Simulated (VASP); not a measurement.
# MgO (Fm-3m) in VASP: a series of runs, part 2 of 2

VASP 6.6.1.

**3. Single point, PBEsol**

Input file INCAR:

```
PREC = Accurate
ENCUT = 520
EDIFF = 1E-6
ISMEAR = 0
SIGMA = 0.02
LREAL = F
LASPH = T
NELM = 60
ALGO = Normal
ISIF = 2
LWAVE = F
LCHARG = F
GGA = PS
NBANDS = 11
```

Input file KPOINTS:

```
Automatic mesh
0
Gamma
  10 10 10
```

Input file POSCAR:

```
MgO
1.0
    0.0000000000      2.1245000000      2.1245000000
    2.1245000000      0.0000000000      2.1245000000
    2.1245000000      2.1245000000      0.0000000000
Mg O
1 1
Direct
    0.0000000000      0.0000000000      0.0000000000
    0.5000000000      0.5000000000      0.5000000000
```

Potentials or basis: VASP PAW PBE potentials, release 64 (Mg, O).

The run is started by

```sh
$ cat potpaw_PBE.64/Mg/POTCAR potpaw_PBE.64/O/POTCAR > POTCAR
$ mpirun -np 1 vasp_std > vasp.out
```

OUTCAR:

```text
PREC = Accurate
   ENCUT = 520
   EDIFF = 1E-6
   ISMEAR = 0
   LREAL = F
   LASPH = T
   NELM = 60
   ISIF = 2
   GGA = PS

 ion  position               nearest neighbor table
   1  0.000  0.000  0.000-   2 2.12   2 2.12   2 2.12   2 2.12   2 2.12   2 2.12
   2  0.500  0.500  0.500-   1 2.12   1 2.12   1 2.12   1 2.12   1 2.12   1 2.12

  LATTYP: Found a face centered cubic cell.
 ALAT       =     4.2490000000

  Lattice vectors:

 A1 = (   0.0000000000,   2.1245000000,   2.1245000000)
 A2 = (   2.1245000000,   0.0000000000,   2.1245000000)
 A3 = (   2.1245000000,   2.1245000000,   0.0000000000)

Analysis of symmetry for initial positions (statically):
=====================================================================
 Subroutine PRICEL returns:
 Original cell was already a primitive cell.

 Routine SETGRP: Setting up the symmetry group for a
 face centered cubic supercell.

 Subroutine GETGRP returns: Found 48 space group operations
 (whereof 48 operations were pure point group operations)
 out of a pool of 48 trial point group operations.

The static configuration has the point symmetry O_h .
[... 172 lines left out ...]
      1     -14.1985      2.00000
      2       2.8735      2.00000
      3       2.8735      2.00000
      4       2.8735      2.00000
      5       7.2592      0.00000
      6      18.3600      0.00000
      7      18.3600      0.00000
      8      18.3600      0.00000
      9      22.1343      0.00000
     10      23.9874      0.00000
     11      23.9874      0.00000
[... 309 lines left out ...]
 k-point    24 :       0.4000    0.3000    0.0000
  band No.  band energies     occupation
      1     -12.9921      2.00000
      2      -0.6683      2.00000
      3       1.5883      2.00000
      4       1.8053      2.00000
      5      12.0948      0.00000
      6      12.7891      0.00000
      7      16.0788      0.00000
      8      20.5792      0.00000
      9      20.7792      0.00000
     10      27.3172      0.00000
     11      29.2466      0.00000

 [... further k-points ...]

------------------------ aborting loop because EDIFF is reached ----------------------------------------

  FORCE on cell =-STRESS in cart. coord.  units (eV):
  Direction    XX          YY          ZZ          XY          YZ          ZX
  --------------------------------------------------------------------------------------
  -------------------------------------------------------------------------------------
  Total       -0.5083137     -0.5083137     -0.5083137      0.0000000     -0.0000000      0.0000000
  in kB      -42.4660791    -42.4660791    -42.4660791      0.0000000     -0.0000000      0.0000000
  external PRESSURE =     -42.4660791 kB  Pullay stress =       0.0000000 kB

 VOLUME and BASIS-vectors are now :
 -----------------------------------------------------------------------------
  energy-cutoff  :      520.00
  volume of cell :       19.18
      direct lattice vectors                 reciprocal lattice vectors
     0.000000000  2.124500000  2.124500000    -0.235349494  0.235349494  0.235349494
     2.124500000  0.000000000  2.124500000     0.235349494 -0.235349494  0.235349494
     2.124500000  2.124500000  0.000000000     0.235349494  0.235349494 -0.235349494

 POSITION                                       TOTAL-FORCE (eV/Angst)
 -----------------------------------------------------------------------------------
      0.00000      0.00000      0.00000        -0.000000      0.000000      0.000000
      2.12450      2.12450      2.12450         0.000000     -0.000000      0.000000
 -----------------------------------------------------------------------------------
    total drift:                               -0.000000     -0.000000      0.000000

  FREE ENERGIE OF THE ION-ELECTRON SYSTEM (eV)
  ---------------------------------------------------
  free  energy   TOTEN  =       -12.5059980285 eV

  energy  without entropy=      -12.5059980285  energy(sigma->0) =      -12.50599803
```

Wall time 9.6 s (1 thread of AMD EPYC 7R43 (Zen 3), shared host); peak memory 0.11 GiB.

Results:

| Quantity | Value |
| --- | --- |
| Free energy | -12.5060 eV |
| Pressure | -4.2 GPa |
| Band gap on the k mesh | 4.39 eV, direct |

Levels at points of the mesh, in eV from the valence-band top:
| k point | band 1 | band 2 | band 3 | band 4 | band 5 | band 6 | band 7 | band 8 |
| --- | --- | --- | --- | --- | --- | --- | --- | --- |
| (0.00, 0.00, 0.00) | -17.07 | 0.00 | 0.00 | 0.00 | 4.39 | 15.49 | 15.49 | 15.49 |
| (0.50, 0.00, 0.00) | -15.82 | -4.57 | -0.63 | -0.63 | 7.58 | 12.21 | 15.91 | 15.91 |
| (0.50, 0.50, 0.00) | -15.57 | -4.04 | -1.33 | -1.33 | 8.89 | 9.60 | 12.70 | 18.45 |

Caveat: the PAW data sets were made with another functional, which shifts forces and pressure a little.

**4. Relaxation of cell and atoms, PBEsol**

Input file INCAR:

```
SYSTEM = MgO
  ALGO = Normal
  EDIFF = 1E-7
  EDIFFG = -0.005
  ENCUT = 580
  GGA = PS
  IBRION = 2
  ISIF = 3
  ISMEAR = 0
  LASPH = .TRUE.
  LCHARG = .FALSE.
  LREAL = .FALSE.
  LWAVE = .FALSE.
  NELM = 60
  NSW = 90
  PREC = Accurate
  SIGMA = 0.02
```

Input file KPOINTS:

```
k-points
0
G
  10 10 10
  0 0 0
```

POSCAR is that of step 3.

The run is started by

```sh
$ cat potpaw_PBE.64/Mg/POTCAR potpaw_PBE.64/O/POTCAR > POTCAR
$ mpirun -np 1 vasp_std > vasp.out
```

It took 16 s on 1 thread of AMD EPYC 7R43 (Zen 3), shared host; peak memory 0.11 GiB.

Results (log left out):

```
Free energy                            : -12.5157 eV
Relaxed volume                         : 9.31 Å³/atom
Relaxed cell                           : a = 2.976 Å, b = 2.976 Å, c = 2.976 Å, α = 60.00°, β = 60.00°, γ = 60.00°
Space group after relaxing (to 0.05 Å) : Fm-3m (No. 225)
Energy gained by relaxing              : 3.8 meV/atom
Ionic steps                            : 3
Pressure after relaxing                : 0.0 GPa
Band gap on the k mesh                 : 4.66 eV, direct
```

The path:
| step | energy change (eV) | largest force (eV/Å) | pressure (GPa) | volume (Å³) |
| --- | --- | --- | --- | --- |
| 1 | 0.0000 | 0.0000 | -4.37 | 19.18 |
| 2 | -0.0069 | 0.0000 | 1.48 | 18.46 |
| 3 | -0.0077 | 0.0000 | 0.01 | 18.63 |

Final structure:
```yaml
crystal:
  lattice:
    - [0.00000, 2.10403, 2.10403]
    - [2.10403, 0.00000, 2.10403]
    - [2.10403, 2.10403, 0.00000]
  atoms:
    - { symbol: Mg, position: [0.00000, 0.00000, 0.00000] }
    - { symbol: O, position: [0.50000, 0.50000, 0.50000] }
```

Levels at points of the mesh, in eV from the valence-band top:
| k point | band 2 | band 3 | band 4 | band 5 | band 6 | band 7 |
| --- | --- | --- | --- | --- | --- | --- |
| (0.00, 0.00, 0.00) | 0.00 | 0.00 | 0.00 | 4.66 | 15.65 | 15.65 |
| (0.50, 0.00, 0.00) | -4.69 | -0.67 | -0.67 | 7.76 | 12.54 | 16.21 |
| (0.50, 0.50, 0.00) | -4.16 | -1.37 | -1.37 | 8.93 | 9.91 | 13.00 |

Caveat: the PAW data sets were made with another functional, which shifts forces and pressure a little. A hybrid or GW would open this gap; PBEsol tends to underestimate it.

**5. The runs side by side**

```csv
task,cell,k mesh,cutoff (eV),mesh quality,gap on the mesh (eV),pressure (GPa),relaxed volume (Å³/atom)
relaxation of cell and atoms,relaxed,4 × 4 × 4,600,coarse,4.66,0.0,9.31
single point,as given,10 × 10 × 10,520,not flagged,4.39,-4.2,-
relaxation of cell and atoms,relaxed,10 × 10 × 10,580,not flagged,4.66,0.0,9.31
```

Alike in all rows: level PBEsol; potentials or basis VASP PAW PBE potentials, release 64 (Mg, O); no spin polarisation; smearing gaussian 0.02 eV.

Caveats: some runs use coarse meshes; the PAW data sets were made with another functional, which shifts forces and pressure a little.

Total energies depend on the potentials used, so only differences within one code and one set of settings carry meaning.

**6. How close it comes**

Step 3. A measured gap of MgO is 7.83 eV (quoted in “Electronic structure of alkaline earth and post-transition metal oxides”, 2009, arxiv:0908.1581); the calculated 4.39 eV misses it by -3.44 eV. The value is that of PBEsol, without temperature or zero-point motion. Semilocal functionals fall short of measured gaps as a rule.
